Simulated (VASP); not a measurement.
Here is a VASP 6.6.1 calculation.

POSCAR

```
Al
1.0
    2.8124600000      0.0000000000      0.0000000000
   -1.4062300000      2.4356600000      0.0000000000
    0.0000000000      0.0000000000      4.8668500000
Al
2
Direct
    0.6666666667      0.3333333333      0.7500000000
    0.3333333333      0.6666666667      0.2500000000
```

File INCAR.step1:

```
SYSTEM = Al
PREC     = Accurate       ! precision mode
ENCUT    = 520            ! plane-wave cutoff, eV
ISMEAR   = -1             ! smearing method
SIGMA    = 0.1            ! smearing width, eV
LREAL    = .False.        ! projectors in reciprocal space
LASPH    = .True.         ! aspherical terms in the spheres
NELM     = 80             ! most SCF steps
NBANDS   = 10             ! bands
GGA      = PE             ! functional
ALGO     = Normal         ! electronic algorithm
EDIFF    = 1E-4           ! SCF threshold, eV
LWAVE    = .True.         ! write WAVECAR
LCHARG   = .False.        ! write CHGCAR
```

Contents of INCAR.step2:

```
SYSTEM = Al
PREC     = Accurate       ! precision mode
ENCUT    = 520            ! plane-wave cutoff, eV
EDIFF    = 1E-6           ! SCF threshold, eV
ISMEAR   = -1             ! smearing method
SIGMA    = 0.1            ! smearing width, eV
LREAL    = .False.        ! projectors in reciprocal space
LASPH    = .True.         ! aspherical terms in the spheres
NELM     = 80             ! most SCF steps
ALGO     = Normal         ! electronic algorithm
ISIF     = 2              ! what is computed and relaxed
LWAVE    = .False.        ! write WAVECAR
LCHARG   = .False.        ! write CHGCAR
METAGGA  = R2SCAN         ! meta-GGA
LMIXTAU  = .True.       
NBANDS   = 10             ! bands
ISTART   = 1
```

The input KPOINTS:

```
regular mesh
0
Gamma
  9 9 5
  0 0 0
```

Potentials or basis: VASP PAW PBE potentials, release 64 (Al).

The run is started by

```sh
$ cat potpaw_PBE.64/Al/POTCAR > POTCAR
$ cp INCAR.step1 INCAR
$ mpirun -np 1 vasp_std > vasp.out
$ cp INCAR.step2 INCAR
$ mpirun -np 1 vasp_std > vasp.out
```

(1) Predict the pressure.

(2) Predict the band gap on the k mesh.

Results:

(1) -3.1 GPa.

(2) none (metal or under the smearing width).

Caveat: the PAW data sets were made with another functional, which shifts forces and pressure a little.
